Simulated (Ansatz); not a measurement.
# Ag (Im-3m) in Ansatz: a series of runs

One crystal, Ag, is run at these levels: HSE06; tasks: single point, equation of state.

Everything below comes from runs of Ansatz 0.2.0. Logs are shortened: lines on timing, memory, paths and dates and some standing lists are left out, and cuts for length are marked.

## 1. The crystal as given

It takes space group Im-3m (No. 229, cubic). The conventional cell has a = 3.311 Å, b = 3.311 Å, c = 3.311 Å, α = 90.00°, β = 90.00°, γ = 90.00°. Ag (site symmetry m-3m) has 8 Ag at 2.87 Å as nearest neighbours.

This isn't the form of Ag at room conditions, which is fcc.

## 2. Single point, HSE06, 17.06 Å³/atom (volume scaled by 0.94)

Input file input:

```
crystal:
  lattice:
    - [-1.6218556592, 1.6218556592, 1.6218556592]
    - [1.6218556592, -1.6218556592, 1.6218556592]
    - [1.6218556592, 1.6218556592, -1.6218556592]
  atoms:
    - { symbol: Ag, position: [0.0, 0.0, 0.0] }
hamiltonian:
  xc: hse06
  pseudopotentials: { kind: paw }
kpoints:
  mp_grid: { grid: [6, 6, 6] }
scf:
  occupations: { method: fermi_dirac, width: 0.05 }
output:
  forces: true
  stress: true
  eigenvalues: true
```

Potentials or basis: Ansatz PAW.

The program printed:

```text
Warning: output.stress: scf.convergence.dr2_threshold = 1e-7 eV (the SCF's general default) is looser than the 1e-10 eV advised for a printed stress (1e-10 eV for each atom of the cell: 1). What an SCF threshold leaves in a stress goes as its square root, and in the free energy as the threshold itself, and one threshold admits the most on a small cell: of the crystals measured, under no hybrid functional and no lock of the moments, on runs that ended without the residual-converged pass, on stresses that held no estimate of that error, the worst erred by over 100 MPa in a component at 1e-7 eV an atom and by under 5 at 1e-10. Set scf.convergence.dr2_threshold to 1e-10 eV or tighter. The threshold is an SCF's pass mark: one that does not reach it within its budget of iterations ends unconverged, or closes short of it on a stop that the run arms, and scf.convergence.dr2_threshold's page says what that costs each kind of run
Warning: output.stress: scf.exx.energy_threshold = 1e-6 eV is looser than the 1e-8 eV advised for a stress under a hybrid functional (1e-8 eV for each atom of the cell: 1). Every SCF of the exchange loop can meet its threshold on dr2 while the loop round them stops early: no threshold on dr2 bounds what that leaves in the stress. Set scf.exx.energy_threshold to 1e-8 eV or tighter. The threshold is the loop's pass mark: a loop that does not reach it within its budget of cycles ends unconverged, and scf.exx.energy_threshold's page has the law
GPUs: using 1 of 1 available (devices: 1).
Engine: ansatz 0.2.0, x86_64-unknown-linux-gnu
Pseudopotentials: kind: paw
Pseudopotential: Ag, paw, valence charge 19, recommended cutoff 420 eV (normal), Ag.paw.azcp
Functional definition: HSE06
  parameter a = 0.25
  parameter omega = 0.11/bohr
  exchange = pbe_x - a*pbe_x_sr(omega) + a*exact_x_sr(omega)
  correlation = pbe_c
device memory: the entry about to start is reckoned to put 0.4 GiB on a device that reports 58.0 GiB free (of which the cap on the GPU budget leaves the run 18.0 GiB)
GPU FFT provider: cuFFT
GPU libraries: cuBLAS 13.8.2, cuFFT 12.4.0, cuSOLVER 12.3.4
Crystal: 1 atoms, lattice volume = 17.065 Å³
Basis set: ecut = 420 eV, 321 PW (Γ), exchange–correlation on 40×40×40 points (8 copies of the dense FFT grid, shifted against one another)
Bands: 14, of which v1, the nominal top of the filled ones, is band 10 counted from 1 (9 counted from 0)
Symmetry: 48 space group operations
Space group: Im-3m (ITA 229), of the structure as read, at distance tolerance 2.6e-5 Å
k-points: 16 of 216
Non-local potential: Ag, projectors of the file, l = 0: 3, l = 1: 2, l = 2: 2, l = 3: 1
PAW form: soft (Blöchl's): semilocal exchange-correlation on the pseudo side does not see the compensation charge
PAW frozen core: Ag, regenerated for the run's functional, and the local potential with it (the file was generated under x = pbe(κ = 0.804, μ = 0.2195149727645171), c = pbe(β = 0.06672455060314922))
PAW one-centre angular grid: Ag, 590 points (default); XC on 96 Gauss nodes
Initial density: superposition of atomic densities (neutral atoms: chi_scale 0, normalization atom), corrected by the library's trained network
Initial wavefunctions: pseudopotential atomic-orbital guess
GPU buffer pool allocated for 8000 grid points (all kernels)
GPU transforms: local potential and band sums: pruned to the plane-wave sphere, on 20×20×20
Functional: x = pbe(κ = 0.804, μ = 0.2195149727645171), c = pbe(β = 0.06672455060314922), warm-up for x = pbe(κ = 0.804, μ = 0.2195149727645171) + 0.25 (exact − pbe) at short range (hse, ω = 0.20786987370883472 Å⁻¹), c = pbe(β = 0.06672455060314922); HSE06 as pw.x's `hse` composes it (authors' and Libxc's form: `xc: wpbeh`)
SCF iter   1: F=—  HF=-7590.421063 eV  |F-HF|=—  |Δ(HF+E_count)|=         —  Δρ=3.56e-3  dr2=1.82e-3  ethr=1.77e-3  ⟨swp⟩=8.2  Hψ=957  notcnv=0
preconditioner: auto → none  [insulator: Δε(μ)=0.322 eV  Ē_g=16.239 eV  σ=0.050 eV  W_gap=0.68  n_scr=12 (ndim 8)  ℏωp=29.8 eV  f_vac=0.000  D(μ)=1.92/eV (n_scr^D=18)]
[... 33 lines left out ...]
Frozen-core exchange: fock
SCF iter   1: F=—  HF=-7593.666632 eV  |F-HF|=—  |Δ(HF+E_count)|=         —  Δρ=9.25e-5  dr2=1.14e-6  ethr=3.26e-7  ⟨swp⟩=3.8  Hψ=592  notcnv=0
preconditioner: auto → none  [insulator: Δε(μ)=0.232 eV  Ē_g=18.344 eV  σ=0.050 eV  W_gap=0.66  n_scr=12 (ndim 8)  ℏωp=29.8 eV  f_vac=0.000  D(μ)=1.94/eV (n_scr^D=18)]
SCF iter   2: F=—  HF=-7593.666632 eV  |F-HF|=—  |Δ(HF+E_count)|=   2.54e-7  Δρ=2.04e-5  dr2=2.04e-8  ethr=5.56e-9  ⟨swp⟩=3.0  Hψ=423  notcnv=0
SCF iter   3: F=-7593.666632 eV  HF=-7593.666632 eV  |F-HF|=8.08e-9  |Δ(HF+E_count)|=   8.68e-8  Δρ=8.24e-6  dr2=8.74e-9  ethr=7.03e-11  ⟨swp⟩=3.5  Hψ=632  notcnv=0  defer=1
SCF 3 converged in 3 iterations: F = -7593.666632 eV  dr2 = 8.74e-9
  Residual-converged pass: ⟨swp⟩=2.1  Hψ=333  notcnv=0  max |occ|·‖R‖ = 2.1e-6 eV (tolerance 2.4e-6 eV)  dr2=8.72e-9  dr2_onsite=1.22e-9  max |Δocc| = 1.7e-14
hybrid outer 2: dexx = +1.838e-7 eV, tail = 3.11e-8 eV, Δε = 1.28e-3 eV (about 6.35e-5 eV left of the loop's levels)
hybrid SCF converged: 2 outer / 9 inner (+5 warm-up), last move |dexx| = 1.84e-7 eV, tail = 3.11e-8 eV
Stability not checked: this state was not tested for a lower state beside it, because the functional holds exact exchange (a hybrid, or Hartree-Fock), whose exchange loop this test does not read (fock_operator; see scf.lower_state_search)
Free energy (F): -7593.666632 eV
Frozen-core exchange: fock
Harris-Foulkes:  -7593.666632 eV  (|F-HF|=8.08e-9)
Internal energy: -7593.652504 eV  (E = F + TS)
E sigma→0 (E₀):  -7593.659568 eV
Entropy (-TS):   -0.014128 eV (-14.128 meV/atom)
Fermi energy:    17.336926 eV
--- Per-component energies (eV) ---
  E_band       = -283.123432
  E_kinetic    = 529.121197
  E_local      = -2200.708201  (includes V_loc(G=0)·N_el)
  E_nonlocal   = 81.130867
  E_hartree    = 1004.778031
  E_xc         = -147.686755
  E_vxc        = -186.078284  (∫ρ·V_xc dr)
  E_exx        = -79.829146  (= α·E_x^exact, valence–valence)
  E_paw        = -3863.818148  (= ΣΔE_a)
  E_vpaw       = -356.481891  (= ΣTr[D̂ρ^β])
  E_aug_tail   = 0.000309  (compensation charges beyond the density's cutoff)
  E_ewald      = -2916.061812
  E_core_change = -0.578846  (= ΣΔE_core)
  E_smearing   = -0.014128  (= −TS)
  E_closure    = -0.000000  (closes the sum)
  Σ components = -7593.666632   (vs F -7593.666632, Δ=0.00e0)
--- Forces (eV/Å), atoms counted from 1 ---
  atom   1  Ag    -0.00000000     0.00000000     0.00000000
  max |Σ_I F_I| component: 1.31e-29 eV/Å
--- Stress (GPa, compression-positive) ---
        4.733819       0.000000      -0.000000
        0.000000       4.733819       0.000000
        0.000000       0.000000       4.733819
  P = ⅓ Tr σ = 4.7338 GPa (47.338 kbar)
--- Band table (eV; the first three rows and the last of 16) ---
  k-point 0: bands = ["-79.8452", "-41.8922", "-41.8922", "-41.8922", "8.5281", "10.9218", "10.9218", "10.9218", "12.3120", "12.3120", "35.8918", "35.8918", "35.8918", "42.6077"]
  k-point 1: bands = ["-79.8399", "-41.9417", "-41.9107", "-41.8929", "9.4418", "10.7022", "11.0549", "11.4777", "12.1397", "12.3390", "33.3611", "35.1358", "36.5574", "39.2143"]
  k-point 2: bands = ["-79.8290", "-42.0410", "-41.9477", "-41.8942", "9.7174", "10.2867", "12.1710", "12.4226", "12.7548", "13.6119", "26.7792", "32.5024", "34.7397", "37.7664"]
  k-point 15: bands = ["-79.8065", "-42.0469", "-42.0469", "-42.0469", "9.3738", "9.3738", "13.2323", "13.2323", "13.2323", "24.8666", "24.8666", "24.8666", "31.4656", "31.5949"]
```

Wall time 12 s (1 × NVIDIA H100 80GB HBM3 with 2 threads of AMD EPYC 7R13 (Zen 3), shared host); peak memory 1.4 GiB.

What came out:

- Free energy: -7593.6666 eV
- Pressure: 4.7 GPa
- Band gap on the k mesh: none (metal or under the smearing width)

Caveat: the k mesh is coarse (spacing up to 0.46 Å⁻¹), so the values aren't converged, least of all with exact exchange; the PAW data sets come from PBE, with cores solved anew for the run's functional, which leaves a small shift of forces and pressure; the thresholds are loose for stress.

## 3. Single point, HSE06, 17.43 Å³/atom (volume scaled by 0.96)

Input file input:

```
crystal:
  lattice:
    - [-1.6332775543, 1.6332775543, 1.6332775543]
    - [1.6332775543, -1.6332775543, 1.6332775543]
    - [1.6332775543, 1.6332775543, -1.6332775543]
  atoms:
    - { symbol: Ag, position: [0.0, 0.0, 0.0] }
hamiltonian:
  xc: hse06
  pseudopotentials: { kind: paw }
kpoints:
  mp_grid: { grid: [6, 6, 6] }
scf:
  occupations: { method: fermi_dirac, width: 0.05 }
output:
  forces: true
  stress: true
  eigenvalues: true
  write_density: true
  write_potential: true
  elf: true
  volumetric_format: npy
```

Potentials or basis: Ansatz PAW.

It took 15 s on 1 × NVIDIA H100 80GB HBM3 with 2 threads of AMD EPYC 7R13 (Zen 3), shared host; peak memory 1.4 GiB.

Results (log left out):

```yaml
Free_energy: -7593.6749 eV
Pressure: 2.6 GPa
Band_gap_on_the_k_mesh: none (metal or under the smearing width)
```

Caveat: the k mesh is coarse (spacing up to 0.45 Å⁻¹), so the values aren't converged, least of all with exact exchange; the PAW data sets come from PBE, with cores solved anew for the run's functional, which leaves a small shift of forces and pressure; the thresholds are loose for stress.

## 4. Single point, HSE06, 17.79 Å³/atom (volume scaled by 0.98)

Input file input:

```
crystal:
  lattice:
    - [-1.6445418934, 1.6445418934, 1.6445418934]
    - [1.6445418934, -1.6445418934, 1.6445418934]
    - [1.6445418934, 1.6445418934, -1.6445418934]
  atoms:
    - { symbol: Ag, position: [0.0, 0.0, 0.0] }
hamiltonian:
  xc: hse06
  pseudopotentials: { kind: paw }
kpoints:
  mp_grid: { grid: [6, 6, 6] }
scf:
  occupations: { method: fermi_dirac, width: 0.05 }
output:
  forces: true
  stress: true
  eigenvalues: true
```

It took 16 s on 1 × NVIDIA H100 80GB HBM3 with 2 threads of AMD EPYC 7R13 (Zen 3), shared host; peak memory 1.4 GiB.

Results (log left out):

```
Free energy            : -7593.6786 eV
Pressure               : 0.8 GPa
Band gap on the k mesh : none (metal or under the smearing width)
```

Caveat: the k mesh is coarse (spacing up to 0.45 Å⁻¹), so the values aren't converged, least of all with exact exchange; the PAW data sets come from PBE, with cores solved anew for the run's functional, which leaves a small shift of forces and pressure; the thresholds are loose for stress.

## 5. Single point, HSE06, 18.15 Å³/atom

Input file input:

```
crystal:
  lattice:
    - [-1.655654, 1.655654, 1.655654]
    - [1.655654, -1.655654, 1.655654]
    - [1.655654, 1.655654, -1.655654]
  atoms:
    - { symbol: Ag, position: [0.0, 0.0, 0.0] }
hamiltonian:
  xc: hse06
  pseudopotentials: { kind: paw }
kpoints:
  mp_grid: { grid: [6, 6, 6] }
scf:
  occupations: { method: fermi_dirac, width: 0.05 }
output:
  forces: true
  stress: true
  eigenvalues: true
  write_density: true
  write_potential: true
  elf: true
  volumetric_format: npy
```

Wall time 8.4 s (1 × NVIDIA H100 80GB HBM3 with 2 threads of AMD EPYC 7R13 (Zen 3), shared host); peak memory 1.4 GiB.

The run converged. Its results:

| Property | Result |
| --- | --- |
| Free energy | -7593.6786 eV |
| Pressure | -0.7 GPa |
| Band gap on the k mesh | none (metal or under the smearing width) |

Caveat: the k mesh is coarse (spacing up to 0.45 Å⁻¹), so the values aren't converged, least of all with exact exchange; the PAW data sets come from PBE, with cores solved anew for the run's functional, which leaves a small shift of forces and pressure; the thresholds are loose for stress.

## 6. Single point, HSE06, 18.52 Å³/atom (volume scaled by 1.02)

Input file input:

```
crystal:
  lattice:
    - [-1.6666189156, 1.6666189156, 1.6666189156]
    - [1.6666189156, -1.6666189156, 1.6666189156]
    - [1.6666189156, 1.6666189156, -1.6666189156]
  atoms:
    - { symbol: Ag, position: [0.0, 0.0, 0.0] }
hamiltonian:
  xc: hse06
  pseudopotentials: { kind: paw }
kpoints:
  mp_grid: { grid: [6, 6, 6] }
scf:
  occupations: { method: fermi_dirac, width: 0.05 }
output:
  forces: true
  stress: true
  eigenvalues: true
```

Potentials or basis: Ansatz PAW.

Wall time 13 s (1 × NVIDIA H100 80GB HBM3 with 2 threads of AMD EPYC 7R13 (Zen 3), shared host); peak memory 1.4 GiB.

Results (log left out):

* Free energy: -7593.6758 eV
* Pressure: -1.8 GPa
* Band gap on the k mesh: none (metal or under the smearing width)

Caveat: the k mesh is coarse (spacing up to 0.44 Å⁻¹), so the values aren't converged, least of all with exact exchange; the PAW data sets come from PBE, with cores solved anew for the run's functional, which leaves a small shift of forces and pressure; the thresholds are loose for stress.

## 7. Single point, HSE06, 18.88 Å³/atom (volume scaled by 1.04)

Input file input:

```
crystal:
  lattice:
    - [-1.6774414196, 1.6774414196, 1.6774414196]
    - [1.6774414196, -1.6774414196, 1.6774414196]
    - [1.6774414196, 1.6774414196, -1.6774414196]
  atoms:
    - { symbol: Ag, position: [0.0, 0.0, 0.0] }
hamiltonian:
  xc: hse06
  pseudopotentials: { kind: paw }
kpoints:
  mp_grid: { grid: [6, 6, 6] }
scf:
  occupations: { method: fermi_dirac, width: 0.05 }
output:
  forces: true
  stress: true
  eigenvalues: true
  write_density: true
  write_potential: true
  elf: true
  volumetric_format: npy
```

It took 9.8 s on 1 × NVIDIA H100 80GB HBM3 with 2 threads of AMD EPYC 7R13 (Zen 3), shared host; peak memory 1.4 GiB.

It converged, with:

```yaml
Free_energy: -7593.6704 eV
Pressure: -3.0 GPa
Band_gap_on_the_k_mesh: none (metal or under the smearing width)
```

Caveat: the k mesh is coarse (spacing up to 0.44 Å⁻¹), so the values aren't converged, least of all with exact exchange; the PAW data sets come from PBE, with cores solved anew for the run's functional, which leaves a small shift of forces and pressure; the thresholds are loose for stress.

## 8. Single point, HSE06, 19.24 Å³/atom (volume scaled by 1.06)

input: that of step 7 with these lines changed.

```diff
@@ -2,5 +2,5 @@
   lattice:
-    - [-1.6774414196, 1.6774414196, 1.6774414196]
-    - [1.6774414196, -1.6774414196, 1.6774414196]
-    - [1.6774414196, 1.6774414196, -1.6774414196]
+    - [-1.6881260479, 1.6881260479, 1.6881260479]
+    - [1.6881260479, -1.6881260479, 1.6881260479]
+    - [1.6881260479, 1.6881260479, -1.6881260479]
   atoms:
```

Wall time 17 s (1 × NVIDIA H100 80GB HBM3 with 2 threads of AMD EPYC 7R13 (Zen 3), shared host); peak memory 1.5 GiB.

It converged, with:

```
Free energy            : -7593.6624 eV
Pressure               : -4.0 GPa
Band gap on the k mesh : none (metal or under the smearing width)
```

Caveat: the k mesh is coarse (spacing up to 0.44 Å⁻¹), so the values aren't converged, least of all with exact exchange; the PAW data sets come from PBE, with cores solved anew for the run's functional, which leaves a small shift of forces and pressure; the thresholds are loose for stress.

## 9. Equation of state, HSE06

Potentials or basis: Ansatz PAW.

No new run: the results of the series are fitted here.

Results:

```yaml
Equilibrium_volume: 17.99 Å³/atom
Bulk_modulus: 73 GPa
Pressure_derivative_of_the_bulk_modulus: "7.1 (rough: it moves with the points fitted)"
```

Energy against volume, from the lowest point:
| volume (Å³/atom) | energy (meV/atom) |
| --- | --- |
| 17.065 | 12.00 |
| 17.428 | 3.76 |
| 17.791 | 0.05 |
| 18.154 | 0.00 |
| 18.517 | 2.87 |
| 18.880 | 8.26 |
| 19.243 | 16.25 |

Caveat: the k mesh is coarse (spacing up to 0.45 Å⁻¹), so the values aren't converged, least of all with exact exchange; the PAW data sets were made with another functional, which shifts forces and pressure a little.
